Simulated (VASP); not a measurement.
A run of VASP 6.6.1 is set up as follows.

Contents of INCAR:

```
SYSTEM = SnS2
PREC     = Accurate       ! precision mode
ENCUT    = 600            ! plane-wave cutoff, eV
EDIFF    = 1E-7           ! SCF threshold, eV
ISMEAR   = 0              ! smearing method
SIGMA    = 0.03           ! smearing width, eV
LREAL    = .False.        ! projectors in reciprocal space
LASPH    = .True.         ! aspherical terms in the spheres
NELM     = 80             ! most SCF steps
ALGO     = Normal         ! electronic algorithm
ISIF     = 3              ! what is computed and relaxed
LWAVE    = .False.        ! write WAVECAR
LCHARG   = .False.        ! write CHGCAR
GGA      = PE             ! functional
IVDW     = 12             ! dispersion correction
IBRION   = 2              ! ionic algorithm
NSW      = 90             ! ionic steps
EDIFFG   = -0.005         ! ionic threshold
LATTICE_CONSTRAINTS= .TRUE. .TRUE. .FALSE.
```

Contents of KPOINTS:

```
regular mesh
0
Gamma
  12 12 1
  0 0 0
```

Contents of POSCAR:

```
SnS2                                    
1.0
    3.6630995850     -0.0000000000      0.0000000000
   -1.8315497925      3.1723372927      0.0000000000
    0.0000000000      0.0000000000     20.9340000000
  S               Sn            
     2     1
Direct
     0.6666666699999979    0.3333333300000021    0.4290966644915219
     0.3333333300000021    0.6666666699999979    0.5709033355084782
     1.0000000000000000    1.0000000000000000    0.5000000000000000
```

Potentials or basis: VASP PAW PBE potentials, release 64 (S, Sn_d).

Run with:

```console
$ cat potpaw_PBE.64/S/POTCAR potpaw_PBE.64/Sn_d/POTCAR > POTCAR
$ mpirun -np 1 vasp_std > vasp.out
```

What does it give for the dispersion energy per atom?

-0.232 eV.

Estimate the band gap on the k mesh.

1.58 eV, indirect (least direct gap 1.83 eV).

Forces on the atoms (eV/Å):
```
S    0.000  0.000  0.003
S    0.000  0.000 -0.003
Sn   0.000  0.000  0.000
```

Caveat: the relaxation stopped at its first step, so nothing moved; spin-orbit coupling is left out, which moves the levels of the heavy elements.
